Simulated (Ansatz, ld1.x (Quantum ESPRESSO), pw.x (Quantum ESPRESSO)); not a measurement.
From atom to crystal: TM potential for Ca

```
Element                 : calcium
Generator               : ld1.x (Quantum ESPRESSO) 7.5
Type                    : norm-conserving Troullier–Martins (Kleinman–Bylander form)
Functional              : LDA (PW92)
Relativity              : scalar-relativistic
Frozen core             : [Ar]
Valence charge          : 2
Reference configuration : 3d0 4s2 4p0
Partial waves           : 4s (bound): rc 2.65 bohr; 4p (bound, empty): rc 3.25 bohr; 3d (bound, empty): rc 2.25 bohr
Local potential         : all-electron potential smoothed inside 2.50 bohr (lloc = -2)
Core correction         : Bessel-smoothed model core inside 1.25 bohr
```

Atomic tests: cutoffs needed: 6 Ry and 12 Ry (the cutoffs (Ry, on a coarse ladder) from which the occupation-weighted sum of valence levels, in a spherical-Bessel basis at the reference potential, stays within 10 and 1 mRy of its value at 400 Ry) The cutoffs count occupied waves only; the empty 3d level needs 35 Ry at the loose tolerance.; ghost test: no extra level below or beside the all-electron valence levels (s, p, d, f tested) (spherical-Bessel basis up to 400 Ry, 20 bohr box); largest excitation error: -181 meV (all-electron minus pseudo) for 3d1 4s0 4p0, out of 7 test configurations.

Crystal test: fcc Ca in pw.x 7.5, no spin, 11³ k-points, Fermi–Dirac smearing 0.01 Ry, cutoffs 50/200 Ry. The reference is all-electron LAPW (Ansatz 0.2.0) with the same functional, mesh and smearing; V0 and B0 come from Birch–Murnaghan fits to the pressures at five volumes. Errors are pseudo minus all-electron; Δ is the rms difference of the E(V) curves that follow from these fits, minima aligned, over ±6 % about the mean V0. Mesh and smearing are coarse, so the numbers serve the comparison and aren't converged zero-temperature values; the lattice is a test structure that the element need not adopt.

All-electron: a0 = 5.345 Å (V0 = 38.17 Å³/atom), B0 = 19.5 GPa.

Q: How far does the potential miss the all-electron equation of state?

A: mean pressure error (GPa): -0.24; a0 (Å): 5.323; a0 error (%): -0.41; B0 error (%): +5.6; Δ (meV/atom): 2.0. The logarithmic derivative shows an extra or strongly shifted pseudo pole above the reference energy (s near 1.42 Ry).

```
V (Å³/atom)  P all-electron (GPa)  P pseudo (GPa)
     36.278                  1.07            0.85
     37.232                  0.50            0.27
     38.187                 -0.01           -0.26
     39.142                 -0.47           -0.72
     40.096                 -0.89           -1.14
```

Q: At the middle volume, how do free energy and pressure move when the wave cutoff is lowered (ecutrho kept at four times it)?

A:

```csv
cutoff (Ry),shift of F (meV/atom),shift of P (GPa)
22,+258.3,-0.92
30,+59.4,-0.90
40,+3.2,-0.11
```

Input at the middle volume:

```
&control
  calculation='scf', prefix='x', pseudo_dir='./', outdir='./tmp', tstress=.true., disk_io='none'
/
&system
  ibrav=0, nat=1, ntyp=1, ecutwfc=50, ecutrho=200, nbnd=8,
  occupations='smearing', smearing='fd', degauss=0.01
/
&electrons
  conv_thr=1e-09, mixing_beta=0.4, electron_maxstep=70
/
ATOMIC_SPECIES
Ca 1.0 Ca.UPF
CELL_PARAMETERS angstrom
  0.00000000 2.67277160 2.67277160
  2.67277160 0.00000000 2.67277160
  2.67277160 2.67277160 0.00000000
ATOMIC_POSITIONS crystal
Ca 0.0000 0.0000 0.0000
K_POINTS automatic
11 11 11 0 0 0
```

```bash
pw.x < Ca.scf.in > Ca.scf.out
```

Lines of the output:

```
Message from routine setup:
     using ibrav=0 with symmetry is DISCOURAGED, use correct ibrav instead
     lattice parameter (alat)  =       7.1429  a.u.
     unit-cell volume          =     257.6986 (a.u.)^3
     number of electrons       =         2.00
     number of Kohn-Sham states=            8
     kinetic-energy cutoff     =      50.0000  Ry
     charge density cutoff     =     200.0000  Ry
     scf convergence threshold =      1.0E-09
     Exchange-correlation= PW
     number of k points=    56  Fermi-Dirac smearing, width (Ry)=  0.0100
     iteration #  1     ecut=    50.00 Ry     beta= 0.40
     total energy              =     -14.59987157 Ry
     estimated scf accuracy    <       0.00190327 Ry
     iteration #  2     ecut=    50.00 Ry     beta= 0.40
     total energy              =     -14.59982388 Ry
     estimated scf accuracy    <       0.00058919 Ry
     iteration #  3     ecut=    50.00 Ry     beta= 0.40
     total energy              =     -14.59987024 Ry
     estimated scf accuracy    <       0.00001885 Ry
     iteration #  4     ecut=    50.00 Ry     beta= 0.40
     total energy              =     -14.59987239 Ry
     estimated scf accuracy    <       0.00000041 Ry
     iteration #  5     ecut=    50.00 Ry     beta= 0.40
     total energy              =     -14.59987247 Ry
     estimated scf accuracy    <       0.00000008 Ry
     iteration #  6     ecut=    50.00 Ry     beta= 0.40
     total energy              =     -14.59987248 Ry
     estimated scf accuracy    <          6.1E-09 Ry
     iteration #  7     ecut=    50.00 Ry     beta= 0.40
     the Fermi energy is     2.2723 ev
!    total energy              =     -14.59987248 Ry
     estimated scf accuracy    <          8.1E-11 Ry
     smearing contrib. (-TS)   =      -0.00530115 Ry
     The total energy is F=E-TS. E is the sum of the following terms:
     one-electron contribution =       1.32369974 Ry
     hartree contribution      =       0.00165586 Ry
     xc contribution           =     -14.10442983 Ry
     ewald contribution        =      -1.81549710 Ry
     convergence has been achieved in   7 iterations
          total   stress  (Ry/bohr**3)                   (kbar)     P=       -2.57
     Message from routine punch:
     Nothing written, as per user request (disk_io='none')
```

The run at the middle volume (56 k-points, 7 iterations) took about 9.7 s on one core of a shared host (Neoverse-V1, 32 threads, 247 GiB, load 16).
